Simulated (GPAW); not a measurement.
Wanted: an ASE script for a GPAW 26.7.0 run.

```yaml
Task: equation of state
Functional: PW91
Dispersion: D4
Potentials_or_basis: PAW data sets generated in the run's folder for this functional
Cutoff: 800 eV
Basis: pw
k_mesh: 10 × 10 × 10
Occupations: fermi-dirac, width 0.05 eV
Spin: no spin polarisation
Maxiter: 150
Eos_scales: "[0.94, 0.96, 0.98, 1.0, 1.02, 1.04, 1.06]"
```

The system is C.

```
C
1.0
     0.00000    1.78337    1.78337
     1.78337    0.00000    1.78337
     1.78337    1.78337    0.00000
C
2
Direct
  0.25000 0.25000 0.25000
  0.00000 0.00000 0.00000
```

This isn't the form of C at room conditions, which is graphite.

One way to write it, as run:

run.py

```python
from ase.calculators.mixing import SumCalculator
from ase.eos import EquationOfState
from ase.io import Trajectory
from ase.spacegroup import crystal
from ase.units import GPa
from dftd4.ase import DFTD4
from gpaw import GPAW, PW, setup_paths

setup_paths.insert(0, '.')

# C 8a
atoms = crystal(['C'],
                basis=[[0.25, 0.25, 0.25]],
                spacegroup=227, setting=1,  # Fd-3m
                cellpar=[3.56674, 3.56674, 3.56674, 90.0, 90.0, 90.0],
                primitive_cell=True)

traj = Trajectory('eos.traj', 'w')
volumes, energies = [], []
for x in [0.94, 0.96, 0.98, 1.0, 1.02, 1.04, 1.06]:
    a = atoms.copy()
    a.set_cell(atoms.cell * x**(1 / 3), scale_atoms=True)
    calc = GPAW(mode=PW(800),
                xc='GGA_X_PW91+GGA_C_PW91',
                kpts={'size': (10, 10, 10), 'gamma': True},
                occupations={'name': 'fermi-dirac', 'width': 0.05},
                nbands=11,
                convergence={'density': 1e-05, 'energy': 1e-05},
                maxiter=150,
                txt=f'eos-{x:.2f}.txt')
    a.calc = SumCalculator([calc, DFTD4(method='pw91')])
    energies.append(a.get_potential_energy())
    volumes.append(a.get_volume())
    p = -a.get_stress()[:3].mean() / GPa
    calc.write(f'eos-{x:.2f}.gpw')
    traj.write(a)
    print(f'{x:.2f} {volumes[-1]:10.4f} A^3 {energies[-1]:14.6f} eV {p:9.3f} GPa', flush=True)

v0, e0, B = EquationOfState(volumes, energies, eos='birchmurnaghan').fit()
print(f'V0 = {v0:.4f} A^3, E0 = {e0:.6f} eV, B0 = {B / GPa:.2f} GPa')
```

Potentials or basis: PAW data sets generated in the run's folder for this functional, pw.

Launch:

```bash
$ gpaw-setup -f GGA_X_PW91+GGA_C_PW91 C
$ OMP_NUM_THREADS=1 python run.py
```

It gave:

```yaml
Equilibrium_volume: 5.64 Å³/atom
Bulk_modulus: 442 GPa
Pressure_derivative_of_the_bulk_modulus: 3.8
```

Run time: 88 s on 1 thread of Intel(R) Xeon(R) Platinum 8375C CPU @ 2.90GHz (Ice Lake) (shared host), peak memory 0.19 GiB.
